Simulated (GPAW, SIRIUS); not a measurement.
This is a calculation of Ge for GPAW 26.7.0 (ASE script). Atoms were shifted at random by some hundredths of an Å from the given cell, which wasn't relaxed again for these runs. This isn't the form of Ge at room conditions, which is diamond.

The input run.py:

```python
from ase import Atoms
from ase.dft.bandgap import bandgap
from ase.io import write
from ase.units import GPa
from gpaw import GPAW, PW, setup_paths

setup_paths.insert(0, '.')

atoms = Atoms(['Ge', 'Ge'],
              cell=[[-2.495898, 2.650863, 1.436947],
                    [2.495898, -2.650863, 1.436947],
                    [2.495898, 2.650863, -1.436947]],
              scaled_positions=[[0.298396, 0.037242, 0.239335],
                                [0.694525, 0.947546, 0.753839]],
              pbc=True)

calc = GPAW(mode=PW(600),
            xc='PBEsol',
            kpts={'size': (11, 11, 11), 'gamma': True},
            occupations={'name': 'fermi-dirac', 'width': 0.05},
            nbands=11,
            convergence={'density': 1e-05, 'energy': 1e-05},
            maxiter=150,
            txt='gpaw.txt')
atoms.calc = calc
energy = atoms.get_potential_energy()
forces = atoms.get_forces()
stress = atoms.get_stress()
calc.write('gs.gpw')
write('result.traj', atoms)
print(f'Energy: {energy:.6f} eV')
print('Forces (eV/A):')
print(forces.round(4))
print('Stress (GPa):', (stress / GPa).round(3))
print('Fermi level:', round(calc.get_fermi_level(), 4), 'eV')
print(f'Gap: {bandgap(calc)[0]:.4f} eV, direct: {bandgap(calc, direct=True)[0]:.4f} eV')
```

Potentials or basis: PAW data sets generated in the run's folder for this functional, pw.

Launch:

```sh
$ gpaw-setup -f PBEsol Ge
$ OMP_NUM_THREADS=1 python run.py
```

Q: What does the same run look like in SIRIUS 7.12.0? Potentials or basis there: PseudoDojo 0.4.1 PBEsol standard (scalar relativistic), cutoff 1078 eV.

A: As run (cutoffs and basis follow the program's own potentials, and thresholds, step limits or extra output files can differ):

File sirius.json:

```json
{
  "control": {
    "processing_unit": "cpu",
    "verbosity": 2,
    "num_bands_to_print": 22,
    "print_forces": true,
    "print_stress": true
  },
  "parameters": {
    "electronic_structure_method": "pseudopotential",
    "xc_functionals": ["XC_GGA_X_PBE_SOL", "XC_GGA_C_PBE_SOL"],
    "gk_cutoff": 8.9,
    "pw_cutoff": 17.8,
    "ngridk": [11, 11, 11],
    "shiftk": [0, 0, 0],
    "smearing": "fermi_dirac",
    "smearing_width": 0.0018374661,
    "num_bands": 22,
    "num_mag_dims": 0,
    "num_dft_iter": 100,
    "energy_tol": 1e-08,
    "density_tol": 1e-06
  },
  "iterative_solver": {
    "type": "davidson",
    "min_tolerance": 1e-10
  },
  "mixer": {
    "type": "anderson",
    "beta": 0.7,
    "max_history": 8
  },
  "settings": {
    "tol_ne": 1e-10,
    "pseudo_grid_cutoff": 6.5
  },
  "unit_cell": {
    "lattice_vectors": [
      [-0.637643054837, 0.677232956345, 0.367106057507],
      [0.637643054837, -0.677232956345, 0.367106057507],
      [0.637643054837, 0.677232956345, -0.367106057507]
    ],
    "lattice_vectors_scale": 7.3968713675,
    "atom_coordinate_units": "lattice",
    "atom_types": ["Ge"],
    "atom_files": {
      "Ge": "Ge.json"
    },
    "atoms": {
      "Ge": [
        [0.298396, 0.037242, 0.239335],
        [0.694525, 0.947546, 0.753839]
      ]
    }
  }
}
```

Potentials or basis: PseudoDojo 0.4.1 PBEsol standard (scalar relativistic).

Launch:

```console
$ upf_to_json Ge.upf
$ OMP_NUM_THREADS=4 sirius.scf --input=sirius.json --output=out.json --task=0
```

Both were run:

|  | GPAW | SIRIUS |
| --- | --- | --- |
| Pressure | -2.5 GPa | -2.3 GPa |
| Largest force | 0.160 eV/Å | 0.156 eV/Å |

The potentials hold 8 and 28 valence electrons a cell.

Pressure is positive in compression.
